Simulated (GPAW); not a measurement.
# Calculated records

```
! title: NaF (Villiaumite): one start, several treatments of the self-energy
! method: DFT, PBE, plane waves, PAW (and 3 further levels or steps)
! program: GPAW 26.7.0
! settings of one run: cutoff 600 eV, GPAW PAW setups 1.2.1 data release, 6×6×6 k-mesh, nbands 234
! cost: 6 runs, 6.1 min in all on 4 MPI ranks of Arm Neoverse V2, shared host (the runs of this entry)
! notes: The cell and positions come from the Crystallography Open Database and are kept as given unless a step says otherwise. Bands and cutoff are finite, so the gap is not at the basis limit. The miss can reach some tenths of an eV and take either sign; the mesh is an error of its own. The program warns of a poor linear fit in the extrapolation of some level, so the extrapolated values are rough.
! G0W0, Godby-Needs plasmon pole: 10.418 eV
! one-shot HSE06: 8.502 eV
! G0W0, extrapolated in the cutoff: 10.705 eV
! one-shot Hartree-Fock: 18.203 eV
! G0W0, full frequency, Hilbert transform: 10.477 eV
! known limits: not at the basis limit
CELL_PARAMETERS angstrom
0.00000 2.32000 2.32000
2.32000 0.00000 2.32000
2.32000 2.32000 0.00000
ATOMIC_POSITIONS crystal
Na 0.00000 0.00000 0.00000
F 0.50000 0.50000 0.50000
```

[Paths, hosts, dates, memory and timing lines, banners, echoed tables and standing remarks are left out of the program output.]

[Logs are printed without paths, hosts, clocks, repeated set-up lines and the standing remarks that a program may print on its own settings, such as how far it seeks lower states.]

[Runs of the session that timed out or met a known fault of the program may be left out.]

[Hosts, paths, dates, database ids (printed as entryN), source tags and the programs' standing remarks are cut or masked in the printed files.]
